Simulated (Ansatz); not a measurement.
# AlCo (Pm-3m) in Ansatz: a run that goes wrong, beside a sound one

Two runs on AlCo: the first has a flaw, the second is sound.

Everything below comes from runs of Ansatz 0.2.0. Logs are shortened: lines on timing, memory, paths and dates and some standing lists are left out, and cuts for length are marked.

**1. The structure**

The structure is cubic, space group Pm-3m (No. 221). The conventional cell has a = 2.819 Å, b = 2.819 Å, c = 2.819 Å, α = 90.00°, β = 90.00°, γ = 90.00°. Around Co (site symmetry m-3m) lie 8 Al at 2.44 Å. Al (site symmetry m-3m) has 8 Co at 2.44 Å as nearest neighbours.

The cell is a database's computed one.

**2. A run with an altered input**

input.yaml

```yaml
crystal:
  lattice:
    - [2.81940321, 0.0, 0.0]
    - [0.0, 2.81940321, 0.0]
    - [0.0, 0.0, 2.81940321]
  atoms:
    - { symbol: Co, position: [0.5, 0.5, 0.5], spin: 2.0 }
    - { symbol: Al, position: [0.0, 0.0, 0.0] }
hamiltonian:
  xc: pbesol
  pseudopotentials: { kind: paw }
  hubbard: { sites: [{ species: Co, l: f, u_eff: 30.0 }] }
magnetization:
  spin_polarized: true
kpoints:
  mp_grid: { grid: [9, 9, 9] }
scf:
  occupations: { method: fermi_dirac, width: 0.05 }
  max_iter: 60
output:
  forces: true
  stress: true
  eigenvalues: true
relax:
  f_tol: 0.01
  max_steps: 40
  cell: { stress_tol: 0.05 }
```

Potentials or basis: Ansatz PAW.

Run with:

```bash
$ ansatz run input.yaml --threads 2 --pin off --max-ram 5632MiB --backend cpu --events-out ev --progress --plain --runs-dir out
```

The program printed:

```text
Error: inconsistent input (hamiltonian.hubbard.sites[].l, hamiltonian.hubbard.sites[].shell): the file of Co doesn't list 4f, and it can't be added: PBE doesn't bind the shell 4f of the free atom, whose level lies at +1.10 eV. Type an atom or ion with it (hamiltonian.pseudopotentials.projection_atoms), take another file or name another shell
```

Run time: 0.15 s. Hardware: 2 threads of Intel Xeon Platinum 8488C (Sapphire Rapids), shared host; peak memory 0.097 GiB.

The input was rejected before any iteration. The input was made wrong on purpose: a U on a shell that isn't there (hamiltonian.hubbard = {"sites": [{"species": "Co", "l": "f", "u_eff": 30.0}]}).

**3. Relaxation of cell and atoms, PBEsol, collinear spin, ferromagnetic start**

Edit input.yaml of step 2 so:

```diff
@@ -11,3 +11,2 @@
   pseudopotentials: { kind: paw }
-  hubbard: { sites: [{ species: Co, l: f, u_eff: 30.0 }] }
 magnetization:
@@ -18,3 +17,2 @@
   occupations: { method: fermi_dirac, width: 0.05 }
-  max_iter: 60
 output:
```

Potentials or basis: Ansatz PAW.

Run with:

```bash
$ ansatz run input.yaml --threads 2 --pin off --max-ram 5632MiB --backend cpu --events-out ev --progress --plain --runs-dir out
```

Run time: 3.9 s. Hardware: 2 threads of Intel Xeon Platinum 8488C (Sapphire Rapids), shared host; peak memory 0.36 GiB.

Results (log left out):

```yaml
Free_energy: -5618.7797 eV
Relaxed_volume: 11.24 Å³/atom
Relaxed_cell: a = 2.823 Å, b = 2.823 Å, c = 2.823 Å, α = 90.00°, β = 90.00°, γ = 90.00°
Space_group_after_relaxing_to_0.05_Å: Pm-3m (No. 221)
Energy_gained_by_relaxing: 0.1 meV/atom
Ionic_steps: 4
Pressure_after_relaxing: 0.0 GPa
Band_gap_on_the_k_mesh: none (metal or under the smearing width)
Net_moment: 0.00 μB per cell
Absolute_moment: 0.00 μB per cell
```

The path:
```
step  energy change (eV)  largest force (eV/Å)  volume (Å³)
   1              0.0000                0.0000        22.41
   2             -0.0001                0.0000        22.45
   3             -0.0001                0.0000        22.49
   4             -0.0001                0.0000        22.49
```

Final structure:
```
Co Al
1.0
     2.82252    0.00000    0.00000
     0.00000    2.82252    0.00000
     0.00000    0.00000    2.82252
Co Al
1 1
Direct
  0.50000 0.50000 0.50000
  0.00000 0.00000 0.00000
```

Levels at points of the mesh, in eV from the Fermi level:
Spin up:
```
           k point  band 7  band 8  band 9  band 10  band 11  band 12  band 13  band 14
(0.00, 0.00, 0.00)   -3.12   -0.83   -0.83    -0.83     6.09     6.09     6.09     8.85
```
Spin down:
| k point | band 8 | band 9 | band 10 | band 11 | band 12 | band 13 |
| --- | --- | --- | --- | --- | --- | --- |
| (0.00, 0.00, 0.00) | -0.83 | -0.83 | -0.83 | 6.09 | 6.09 | 6.09 |

Caveat: the starting moments collapsed, and a magnetic state may lie lower; the plane-wave basis is chosen anew once the cell has moved, so the energies of steps on either side of that aren't comparable; the PAW data sets come from PBE, with cores solved anew for the run's functional, which leaves a small shift of forces and pressure; the starting moments weren't kept.
